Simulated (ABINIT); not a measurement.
P:

```
P
1.0
     1.64774   -5.46504    0.00000
     1.64774    5.46504    0.00000
     0.00000    0.00000    4.54364
P
4
Direct
  0.90414 0.09586 0.58882
  0.09586 0.90414 0.41118
  0.59586 0.40414 0.08882
  0.40414 0.59586 0.91118
```

Base run:

| Property | Result |
| --- | --- |
| Program | ABINIT 10.8.3 (patched build) |
| Functional | r2SCAN |
| Potentials or basis | PseudoDojo NC SR PBE v0.4.1 standard |
| Cutoff | 707 eV |
| k mesh | 6 × 6 × 5 |
| Occupations | fermi-dirac, width 0.05 eV |
| Spin | no spin polarisation |

Its results: band gap on the k mesh 0.18 eV, direct; pressure 1.7 GPa; largest force 0.274 eV/Å.

Q: The run is repeated on the same cell with these changes: potentials or basis from PseudoDojo NC SR PBE v0.4.1 standard to JTH PAW PBE v2.0; cutoff from 707 eV to 653 eV. What comes out?

A: Band gap on the k mesh 0.24 eV, direct; pressure 0.7 GPa; largest force 0.085 eV/Å.

Caveats: a meta-GGA on potentials with a model core is unreliable (some runs); the potentials were made for another functional, which shifts forces and pressure (some runs); the PAW data sets were made with another functional, which shifts forces and pressure a little (some runs).
